# Two hidden points on the stretching curve of bcc titanium

## The question

A metal whose atoms are held farther apart than they would choose pulls inward. The table follows this pull in body-centred cubic titanium, computed with density-functional theory at seven volumes per atom. Two results are hidden at first. Can the other five fix them, and does the forecast have to allow for the metal becoming softer as it is stretched?

Body-centred cubic titanium, computed with DFTK 0.8.2 using plane-wave DFT without spin polarisation, the LDA-VWN functional and a large-core GTH pseudopotential with 4 valence electrons. The runs use a cutoff of 1006.82 eV, an 11×11×11 k mesh and Fermi-Dirac smearing of 0.05 eV. Energies are counted from the minimum of the run's energy-volume fit.

| volume (Å³/atom) | energy (meV/atom) | pressure (GPa) |
| --- | --- | --- |
| 16.62 | 19.93 | -7.150 |
| 16.97 | ? | ? |
| 17.32 | ? | ? |
| 17.68 | 80.14 | -12.330 |
| 18.03 | 107.40 | -13.750 |
| 18.38 | 137.71 | -15.030 |
| 18.74 | 170.81 | -16.200 |

Pressure is negative in every known row, which means that the crystal would shrink if it were released. Energy rises with volume for the same reason: stretching costs work. The crystal is kept in its cubic form by a one-atom cell of fixed shape, whereas real titanium is hexagonal when cold. The stiffness discussed here therefore belongs to the cubic form.

## Why the pull grows ever more slowly

Two forces compete in a metal of this kind. Bonding, chiefly through overlapping d orbitals, draws the atoms together, and a short-range repulsion drives them apart. At the equilibrium volume the two balance. On stretching, the repulsion fades faster than the bonding, so a net inward pull appears.

The first steps remove much repulsion and the later ones remove less, because less of it is left. The bonding weakens too, which takes away some pull, but it fades more slowly, so its loss changes less from step to step. As long as the pull still grows, each equal step in volume should then add less of it than the step before. This division into two forces is an argument from theory; the table holds only their sum.

The sum behaves accordingly in the known rows. Over the last three steps the pressure falls by 1.42, 1.28 and 1.17 GPa. Across the gap, from 16.62 to 17.68 Å³, it falls by 1.73 GPa per step on average. The bulk modulus, which is the resistance to a relative change of volume, drops from about 84 GPa across the gap to 61 GPa in the last step.

## A curve that can soften

The Birch-Murnaghan form describes this with few constants. It measures stretching by the inverse square of a length, which changes less and less in equal volume steps. With $V$ the volume and $V_r = 17.68$ Å³ a reference volume, let

$$x = (V/V_r)^{-2/3} - 1 .$$

The energy $E$ is taken as a cubic in $x$. The pressure is $P = -\mathrm{d}E/\mathrm{d}V$, and since $\mathrm{d}x/\mathrm{d}V$ is proportional to $(V/V_r)^{-5/3}$, it has the form

$$P = (V/V_r)^{-5/3}\,(a + bx + cx^2).$$

Energy and pressure were fitted separately, each to the five known rows. The constants serve to draw the curve and are given no physical meaning of their own.

The hidden pressure at 16.97 Å³ shows how the forecast works. This volume is 0.96 of the reference, so $x = 0.0276$ and the factor in front is 1.070. The fit gave $a = -12.33$, $b = 142.4$ and $c = -65.4$ GPa, hence

$$P = 1.070 \times (-12.33 + 3.93 - 0.05) \approx -9.04\ \text{GPa}.$$

The unrounded fit gives −9.05 GPa. This row took no part in the fit.

## The forecasts

- At 16.97 Å³: energy 36.1 ± 0.3 meV/atom, pressure −9.05 ± 0.05 GPa.
- At 17.32 Å³: energy 56.3 ± 0.3 meV/atom, pressure −10.77 ± 0.05 GPa.

The ranges are judgements that allow for rounding and small numerical scatter; they are not statistical errors. Two statements about shape go with them. Both hidden pressures should lie below the straight line that joins their known neighbours, and the pressure falls should shrink from each step to the next, the first being the largest.

The simpler picture is a crystal of constant stiffness, in the sense that equal steps in volume always add equal pull. For pressure it means that straight line, which passes through −8.88 and −10.60 GPa at the hidden volumes. For energy it means a parabola in volume, which may come close, since softening shows only weakly in the energy.

## The computed values

The withheld rows as computed:

| volume (Å³/atom) | energy (meV/atom) | pressure (GPa) |
| --- | --- | --- |
| 16.97 | 36.06 | -9.040 |
| 17.32 | 56.25 | -10.760 |

All four values fall inside their ranges. The energies agree with the forecasts to the digits quoted, and the pressures are off by no more than 0.01 GPa. Both statements about shape hold as well: the first three falls are 1.89, 1.72 and 1.57 GPa, and the later ones continue the decline.

The hits show that the curve is smooth across the gap and that the known rows on either side pin it down. They don't single out the microscopic cause, because another smooth curve with the same freedom to bend could do about as well.

## How constant stiffness fails

The straight line misses both pressures by about 0.16 GPa, three times the stated range. It shares the total fall equally among three steps. The real first step is larger than this share, so the line is left too high at once. The second step nearly equals the share and carries the error along, and the small third step removes it.

The parabola puts both energies too high, by 0.66 and 0.64 meV/atom. That is less than 2 % of either energy, but more than twice the range. A parabola has one curvature for the whole series, while the true curve bends more strongly in the gap and therefore sags lower there. Softening is thus a small correction to the energy over this span, yet one that a careful interpolation needs.

## Where the forecast stops

The equilibrium volume from the run's own fit, 15.65 Å³, lies about 6 % below the smallest volume run. The local-density approximation and the inner electrons frozen into the pseudopotential can both make it too small, in shares that are not separated here. This volume is also an extrapolation, and so are the bulk modulus of 116 GPa quoted with it and the zero from which the energies are counted. A shift of that zero moves every energy alike and leaves the interpolation sound. Success inside the gap is no test of the extrapolated minimum.

There is also a mismatch between the two columns. Pressures derived from the slope of the fitted energy are 0.6 to 0.8 GPa less negative than the printed ones in the known rows. A pressure forecast made from the energies would have missed by more than ten times its range, which is why each column was continued from its own values.

A possible cause, untested here, is Pulay stress. The printed pressure is worked out for a fixed set of plane waves. When the cell is stretched, the waves of that set stretch with it and resolve the electrons slightly less well, which adds a false rise in energy. The printed pressure then comes out too negative, which is the sign seen. The energies in the table are less affected, because each volume has its own set of waves up to the same cutoff. The printed analysis below gives the size of the mismatch; whether it shrinks when the cutoff is raised is the question that these seven volumes leave open.

Printed output of the fit:

```
fit of energy on 5 rows: constant 80.14 +/- 0.0039, coefficient of strain -1922 +/- 0.34, coefficient of strain**2 11858 +/- 2.8, coefficient of strain**3 -4031 +/- 220; rms 0.00185, worst 18.03 -0.00297, leave-one-out rms 0.143
  rows outside the fit (model, value, miss): 16.97 36.06, 36.06, -0.00262; 17.32 56.25, 56.25, -4.06e-06
fit of pressure on 5 rows: coefficient of u5 -12.33 +/- 0.0023, coefficient of u5*strain 142.4 +/- 0.052, coefficient of u5*strain**2 -65.38 +/- 2.1; rms 0.0019, worst 18.38 -0.00331, leave-one-out rms 0.00656
  rows outside the fit (model, value, miss): 16.97 -9.047, -9.04, -0.00655; 17.32 -10.77, -10.76, -0.00798
fit of energy on 5 rows: constant 2996 +/- 90, coefficient of scale -7090 +/- 181, coefficient of scale**2 4174 +/- 91; rms 0.195, worst 17.68 0.267, leave-one-out rms 1.96
  rows outside the fit (model, value, miss): 16.97 36.72, 36.06, 0.66; 17.32 56.89, 56.25, 0.644
forecast range for each hidden energy, plus or minus, meV/atom: 0.3
forecast range for each hidden pressure, plus or minus, GPa: 0.05
straight-line pressure at the two hidden volumes, GPa: -8.877, -10.6
straight-line pressure less computed pressure at the hidden volumes, GPa: 0.1633, 0.1567
average pressure fall per step across the gap, from known rows, GPa: 1.727
pressure change in each of the six volume steps, GPa: -1.89, -1.72, -1.57, -1.42, -1.28, -1.17
average bulk modulus across the gap, from known rows, GPa: 83.74
bulk modulus over the last volume step, GPa: 61.42
smallest excess of energy-slope pressure over printed pressure, known rows, GPa: 0.6129
largest excess of energy-slope pressure over printed pressure, known rows, GPa: 0.8229
```
